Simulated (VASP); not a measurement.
# InAs: single point with revPBE+D4

**What was measured.**

From a printed reference work, data compilation, for a bulk crystal of InAs at 4.2 K: band gap 0.418 eV (direct).

The system is InAs.

```
In As
1.0
     0.00000    3.05255    3.05255
     3.05255    0.00000    3.05255
     3.05255    3.05255    0.00000
In As
1 1
Direct
  0.00000 0.00000 0.00000
  0.75000 0.75000 0.75000
```

```json
{
  "Program": "VASP 6.6.1",
  "Task": "single point",
  "Functional": "revPBE",
  "Dispersion": "D4",
  "Potentials or basis": "VASP PAW PBE potentials, release 64 (In_d, As)",
  "Cutoff": "520 eV",
  "k mesh": "8 × 8 × 8",
  "Occupations": "fermi-dirac, width 0.05 eV",
  "Spin": "no spin polarisation"
}
```

The pressure is 0.0 GPa, the band gap on the k mesh is zero (filled and empty bands touch) and the dispersion energy per atom is -0.521 eV.

Levels at points of the mesh, in eV from the Fermi level:
```
           k point  band 7  band 8  band 9  band 10  band 11  band 12
(0.00, 0.00, 0.00)   -0.30   -0.05   -0.05    -0.05     3.88     3.88
(0.50, 0.00, 0.00)   -5.63   -0.99   -0.99     0.92     4.64     4.64
(0.50, 0.50, 0.00)   -5.73   -2.27   -2.27     1.63     2.07     9.06
```

Run time: 27 s on 1 thread of Intel Xeon 8259CL, on a shared host, peak memory 0.19 GiB.

Measured gap of InAs: 0.418 eV (direct; 4.2 K; a printed reference work, data compilation). This calculation gives 0.00 eV (-0.42 eV). Spin-orbit coupling on As, In is left out. The value is that of revPBE+D4 on a finite k mesh, which can miss the band edges, without temperature or zero-point motion. Semilocal functionals fall short of measured gaps as a rule.

Caveat: semilocal functionals underestimate gaps, so a narrow gap can read as zero; the PAW data sets were made with another functional, which shifts forces and pressure a little; spin-orbit coupling is left out, which moves the levels of the heavy elements.
